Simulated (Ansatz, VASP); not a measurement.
## Two plane-wave programs on SnSe

The input INCAR:

```
PREC = Accurate
ENCUT = 520
EDIFF = 1E-6
ISMEAR = -1
SIGMA = 0.05
LREAL = F
LASPH = T
NELM = 80
ALGO = Normal
ISIF = 2
LWAVE = F
LCHARG = F
GGA = RE
NBANDS = 17
```

File KPOINTS:

```
Automatic mesh
0
Gamma
  8 8 8
```

The input POSCAR:

```
SnSe
1.0
    0.0000000000      3.0299343558      3.0299343558
    3.0299343558      0.0000000000      3.0299343558
    3.0299343558      3.0299343558      0.0000000000
Sn Se
1 1
Direct
    0.0000000000      0.0000000000      0.0000000000
    0.5000000000      0.5000000000      0.5000000000
```

input.yaml

```yaml
crystal:
  lattice:
    - [0.0, 3.0299343558, 3.0299343558]
    - [3.0299343558, 0.0, 3.0299343558]
    - [3.0299343558, 3.0299343558, 0.0]
  atoms:
    - { symbol: Sn, position: [0.0, 0.0, 0.0] }
    - { symbol: Se, position: [0.5, 0.5, 0.5] }
hamiltonian:
  xc: revpbe
  pseudopotentials: { kind: paw }
kpoints:
  mp_grid: { grid: [8, 8, 8] }
scf:
  occupations: { method: fermi_dirac, width: 0.05 }
output:
  forces: true
  stress: true
  eigenvalues: true
```

Measurements of this composition are mostly on another form, of space group No. 62.

Alike in both runs: task single point; functional revPBE; k mesh 8 × 8 × 8; occupations fermi-dirac, width 0.05 eV; no spin polarisation.

|  | VASP | Ansatz |
| --- | --- | --- |
| version | VASP 6.6.1 | Ansatz 0.2.0 |
| potentials or method | VASP PAW PBE potentials, release 64 (Sn_d, Se) | Ansatz PAW |
| plane-wave cutoff (eV) | 520 | 420 |
| valence electrons in the cell | 20 | 30 |

|  | VASP | Ansatz | Ansatz less VASP |
| --- | --- | --- | --- |
| gap on the k mesh at the Fermi level (eV) | 0.47 | 0.47 | -0.001 |
| least direct gap on the mesh (eV) | 0.47 | 0.47 | -0.001 |
| pressure (GPa) | 1.1 | 1.1 | +0.03 |

The functional is the same, so the differences come from potentials, cutoffs and numerics. The two sets of potentials don't hold the same shells in valence.

Caveats: spin-orbit coupling is left out, which moves the levels of the heavy elements; the PAW data sets were made with another functional, which shifts forces and pressure a little (VASP); the PAW data sets come from PBE, with cores solved anew for the run's functional, which leaves a small shift of forces and pressure (Ansatz).
